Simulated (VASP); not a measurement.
# CdSe (F-43m) in VASP: settings compared

The runs below take CdSe through relaxation of cell and atoms, with PBEsol, PBE, LDA.

Everything below comes from runs of VASP 6.6.1. Logs are shortened: lines on timing, memory, paths and dates and some standing lists are left out, and cuts for length are marked.

## (1) The crystal as given

The structure is cubic, space group F-43m (No. 216). The conventional cell has a = 6.092 Å, b = 6.092 Å, c = 6.092 Å, α = 90.00°, β = 90.00°, γ = 90.00°. Cd (site symmetry -43m) has 4 Se at 2.64 Å as nearest neighbours. Around Se (site symmetry -43m) lie 4 Cd at 2.64 Å.

Measurements of this composition are mostly on another form, of space group No. 186.

## (2) Relaxation of cell and atoms, PBEsol

INCAR reads:

```
PREC     = Accurate       # precision mode
ENCUT    = 600            # plane-wave cutoff, eV
EDIFF    = 1E-7           # SCF threshold, eV
ISMEAR   = 0              # smearing method
SIGMA    = 0.03           # smearing width, eV
LREAL    = False          # projectors in reciprocal space
LASPH    = True           # aspherical terms in the spheres
NELM     = 80             # most SCF steps
ALGO     = Normal         # electronic algorithm
ISIF     = 3              # what is computed and relaxed
LWAVE    = False          # write WAVECAR
LCHARG   = False          # write CHGCAR
GGA      = PS             # functional
IBRION   = 2              # ionic algorithm
NSW      = 90             # ionic steps
EDIFFG   = -0.005         # ionic threshold
KPAR     = 4
```

KPOINTS reads:

```
Automatic mesh
0
Gamma
  8 8 8
```

POSCAR reads:

```
CdSe                                    
1.0
    0.0000000000      3.0462087307      3.0462087307
    3.0462087307      0.0000000000      3.0462087307
    3.0462087307      3.0462087307      0.0000000000
  Cd              Se            
     1     1
Direct
     0.0000000000000000    0.0000000000000000    0.0000000000000000
     0.7500000000000000    0.7500000000000000    0.7500000000000000
```

Potentials or basis: VASP PAW PBE potentials, release 64 (Cd, Se).

Run with:

```sh
$ cat potpaw_PBE.64/Cd/POTCAR potpaw_PBE.64/Se/POTCAR > POTCAR
$ mpirun -np 4 vasp_std > vasp.out
```

OUTCAR:

```text
PREC = Accurate
   ENCUT = 600
   EDIFF = 1E-7
   ISMEAR = 0
   LREAL = False
   LASPH = True
   NELM = 80
   ISIF = 3
   GGA = PS
   IBRION = 2
   NSW = 90
   EDIFFG = -0.005

 ion  position               nearest neighbor table
   1  0.000  0.000  0.000-   2 2.64   2 2.64   2 2.64   2 2.64
   2  0.750  0.750  0.750-   1 2.64   1 2.64   1 2.64   1 2.64

  LATTYP: Found a face centered cubic cell.
 ALAT       =     6.0924174614

  Lattice vectors:

 A1 = (   0.0000000000,   3.0462087307,   3.0462087307)
 A2 = (   3.0462087307,   0.0000000000,   3.0462087307)
 A3 = (   3.0462087307,   3.0462087307,   0.0000000000)

Analysis of symmetry for initial positions (statically):
=====================================================================
 Subroutine PRICEL returns:
 Original cell was already a primitive cell.

 Routine SETGRP: Setting up the symmetry group for a
 face centered cubic supercell.

 Subroutine GETGRP returns: Found 24 space group operations
 (whereof 24 operations were pure point group operations)
 out of a pool of 48 trial point group operations.

The static configuration has the point symmetry T_d .

Analysis of symmetry for dynamics (positions and initial velocities):
=====================================================================
 Subroutine PRICEL returns:
 Original cell was already a primitive cell.

 Routine SETGRP: Setting up the symmetry group for a
 face centered cubic supercell.

 Subroutine GETGRP returns: Found 24 space group operations
 (whereof 24 operations were pure point group operations)
 out of a pool of 48 trial point group operations.

The dynamic configuration has the point symmetry T_d .

 Subroutine INISYM returns: Found 24 space group operations
 (whereof 24 operations are pure point group operations),
 and found     1 'primitive' translations

----------------------------------------------------------------------------------------

                                     Primitive cell

  volume of cell :      56.5339

  direct lattice vectors                    reciprocal lattice vectors
     0.000000000  3.046208731  3.046208731    -0.164138457  0.164138457  0.164138457
     3.046208731  0.000000000  3.046208731     0.164138457 -0.164138457  0.164138457
     3.046208731  3.046208731  0.000000000     0.164138457  0.164138457 -0.164138457

  length of vectors
     4.307989701  4.307989701  4.307989701     0.284296147  0.284296147  0.284296147

  position of ions in fractional coordinates (direct lattice)
     0.000000000  0.000000000  0.000000000
     0.750000000  0.750000000  0.750000000

  ion indices of the primitive-cell ions
   primitive index   ion index
                 1           1
                 2           2

----------------------------------------------------------------------------------------

 KPOINTS: Automatic mesh

Automatic generation of k-mesh.
 Grid dimensions read from file:
 generate k-points for:    8    8    8

 Generating k-lattice:

  Cartesian coordinates                     Fractional coordinates (reciprocal lattice)
    -0.020517307  0.020517307  0.020517307     0.125000000  0.000000000  0.000000000
     0.020517307 -0.020517307  0.020517307     0.000000000  0.125000000  0.000000000
     0.020517307  0.020517307 -0.020517307     0.000000000  0.000000000  0.125000000

  Length of vectors
     0.035537018  0.035537018  0.035537018

  Shift w.r.t. Gamma in fractional coordinates (k-lattice)
     0.000000000  0.000000000  0.000000000

 Subroutine IBZKPT returns following result:
 ===========================================

 Found     29 irreducible k-points:

 Following reciprocal coordinates:
            Coordinates               Weight
  0.000000  0.000000  0.000000      1.000000
  0.125000  0.000000  0.000000      8.000000
  0.250000  0.000000  0.000000      8.000000
  0.375000  0.000000  0.000000      8.000000
  0.500000  0.000000  0.000000      4.000000
  0.125000  0.125000  0.000000      6.000000
[... 16 lines left out ...]
  0.500000  0.250000  0.125000     48.000000
 -0.375000  0.250000  0.125000     24.000000
 [... further k-points ...]
   k-points           NKPTS =     29   k-points in BZ     NKDIM =     29   number of bands    NBANDS=     13
   number of dos      NEDOS =    301   number of ions     NIONS =      2
   total plane-waves  NPLWV =  46656
   dimension x,y,z NGX =    36 NGY =   36 NGZ =   36
   dimension x,y,z NGXF=    72 NGYF=   72 NGZF=   72
   ions per type =               1   1
   NGX,Y,Z   is equivalent  to a cutoff of  13.89, 13.89, 13.89 a.u.
   NGXF,Y,Z  is equivalent  to a cutoff of  27.78, 27.78, 27.78 a.u.
 SYSTEM =  unknown system
   PREC   = accura    normal or accurate (medium, high low for compatibility)
   ISTART =      0    job   : 0-new  1-cont  2-samecut
   ICHARG =      2    charge: 1-file 2-atom 10-const
   ISPIN  =      1    spin polarized calculation?
   LNONCOLLINEAR =      F non collinear calculations
[... 26 lines left out ...]
  Fermi-wavevector in a.u.,A,eV,Ry     =   1.117882  2.112491 17.002662  1.249660
  Thomas-Fermi vector in A             =   2.254509
   LORBIT       =      0    0 simple, 1 ext, 2 COOP (PROOUT), +10 PAW based schemes
   GGA     = PS    functional components
   LHFCALC =     F    Hartree Fock is set to
   AEXX    =    0.0000 exact exchange contribution
   IVDW    =     0    specifies the selected vdW correction
   LEPSILON=     F    determine dielectric tensor
   LRPA    =     F    only Hartree local field effects (RPA)
 conjugate gradient relaxation of ions
 non-spin polarized calculation
 Gauss-broadening in eV      SIGMA  =   0.03
  energy-cutoff  :      600.00
  volume of cell :       56.53
 maximum number of plane-waves:      1917
 NGX is ok and might be reduce to    36
   NGX = 17   NGY = 17   NGZ = 17

 number of electron      17.9999998 magnetization

 Free energy of the ion-electron system (eV)
  ---------------------------------------------------
  ext. energy  EPLUGINS =         0.00000000
  ---------------------------------------------------
  free energy    TOTEN  =        -6.17735950 eV

  energy without entropy =       -6.17735950  energy(sigma->0) =       -6.17735950

 E-fermi :   0.9440     XC(G=0):  -9.0765

 val. band max:        0.7730131970   @ k =   0.0000   0.0000   0.0000
 cond. band min:       1.2458712896   @ k =   0.0000   0.0000   0.0000
 fundamental gap:      0.4728580926
 Fermi energy:         0.9439675635

 k-point     1 :       0.0000    0.0000    0.0000
  band No.  band energies     occupation
      1     -11.8230      2.00000
      2      -7.1239      2.00000
      3      -7.1239      2.00000
      4      -7.1239      2.00000
      5      -6.7480      2.00000
      6      -6.7480      2.00000
      7       0.7730      2.00000
      8       0.7730      2.00000
      9       0.7730      2.00000
     10       1.2459      0.00000
     11       6.6274      0.00000
     12       6.6274      0.00000
     13       6.6274      0.00000

 k-point     2 :       0.1250    0.0000    0.0000
  band No.  band energies     occupation
      1     -11.7690      2.00000
      2      -7.1067      2.00000
      3      -7.1067      2.00000
      4      -7.0771      2.00000
      5      -6.7489      2.00000
      6      -6.7489      2.00000
      7      -0.4754      2.00000
      8       0.6467      2.00000
      9       0.6467      2.00000
     10       2.2812      0.00000
     11       6.4037      0.00000
     12       6.8312      0.00000
     13       6.8312      0.00000

 k-point     3 :       0.2500    0.0000    0.0000
  band No.  band energies     occupation
      1     -11.6369      2.00000
      2      -7.0691      2.00000
      3      -7.0691      2.00000
      4      -6.9164      2.00000
      5      -6.7460      2.00000
      6      -6.7460      2.00000
      7      -1.9279      2.00000
      8       0.3684      2.00000
      9       0.3684      2.00000
     10       2.9664      0.00000
     11       6.6257      0.00000
     12       7.1471      0.00000
     13       7.1471      0.00000
[... 305 lines left out ...]
 k-point    23 :       0.5000    0.2500    0.1250
  band No.  band energies     occupation
      1     -11.4327      2.00000
      2      -6.9993      2.00000
      3      -6.9814      2.00000
      4      -6.7952      2.00000
      5      -6.7262      2.00000
      6      -6.5165      2.00000
      7      -3.0213      2.00000
      8      -1.1083      2.00000
      9      -0.3053      2.00000
     10       4.5146      0.00000
     11       6.0486      0.00000
     12       7.0136      0.00000
     13       8.4905      0.00000

 k-point    24 :      -0.3750    0.2500    0.1250
  band No.  band energies     occupation
      1     -11.3887      2.00000
      2      -6.9943      2.00000
      3      -6.9690      2.00000
      4      -6.7685      2.00000
      5      -6.7319      2.00000
      6      -6.3719      2.00000
      7      -3.3964      2.00000
      8      -1.2296      2.00000
      9      -0.4582      2.00000
     10       4.5511      0.00000
     11       6.1176      0.00000
     12       7.5143      0.00000
     13       8.6709      0.00000

 [... further k-points ...]
[... 5 lines left out ...]
  --------------------------------------------------------------------------------------
  -------------------------------------------------------------------------------------
  Total        0.0034191      0.0034191      0.0034191      0.0000000      0.0000000      0.0000000
  in kB        0.0968973      0.0968973      0.0968973      0.0000000      0.0000000      0.0000000
  external PRESSURE =       0.0968973 kB  Pullay stress =       0.0000000 kB

 VOLUME and BASIS-vectors are now :
 -----------------------------------------------------------------------------
  energy-cutoff  :      600.00
  volume of cell :       56.53
      direct lattice vectors                 reciprocal lattice vectors
     0.000000000  3.046208731  3.046208731    -0.164138457  0.164138457  0.164138457
     3.046208731  0.000000000  3.046208731     0.164138457 -0.164138457  0.164138457
     3.046208731  3.046208731  0.000000000     0.164138457  0.164138457 -0.164138457

 POSITION                                       TOTAL-FORCE (eV/Angst)
 -----------------------------------------------------------------------------------
      0.00000      0.00000      0.00000         0.000000      0.000000      0.000000
      4.56931      4.56931      4.56931        -0.000000     -0.000000     -0.000000
 -----------------------------------------------------------------------------------
    total drift:                                0.000000      0.000000      0.000000

  FREE ENERGIE OF THE ION-ELECTRON SYSTEM (eV)
  ---------------------------------------------------
  free  energy   TOTEN  =        -6.1773595022 eV

  energy  without entropy=       -6.1773595022  energy(sigma->0) =       -6.17735950

 reached required accuracy - stopping structural energy minimisation
```

Run time: 7.9 s. Hardware: 4 MPI ranks of Intel Xeon Platinum 8488C (Sapphire Rapids), shared host; peak memory 0.2 GiB.

Results:

```
Free energy             : -6.1774 eV
Pressure after relaxing : 0.0 GPa
Band gap on the k mesh  : 0.47 eV, direct
```

Final structure:
```yaml
crystal:
  lattice:
    - [0.00000, 3.04621, 3.04621]
    - [3.04621, 0.00000, 3.04621]
    - [3.04621, 3.04621, 0.00000]
  atoms:
    - { symbol: Cd, position: [0.00000, 0.00000, 0.00000] }
    - { symbol: Se, position: [0.75000, 0.75000, 0.75000] }
```

Levels at points of the mesh, in eV from the valence-band top:
| k point | band 5 | band 6 | band 7 | band 8 | band 9 | band 10 | band 11 | band 12 | band 13 |
| --- | --- | --- | --- | --- | --- | --- | --- | --- | --- |
| (0.00, 0.00, 0.00) | -7.52 | -7.52 | 0.00 | 0.00 | 0.00 | 0.47 | 5.85 | 5.85 | 5.85 |
| (0.50, 0.00, 0.00) | -7.50 | -7.23 | -4.42 | -0.75 | -0.75 | 2.28 | 6.36 | 6.36 | 7.27 |
| (0.50, 0.50, 0.00) | -7.46 | -7.17 | -4.11 | -1.86 | -1.86 | 3.01 | 3.67 | 8.96 | 10.10 |

Caveat: the relaxation stopped at its first step, so nothing moved; the PAW data sets were made with another functional, which shifts forces and pressure a little.

[end of part 1 of 2]
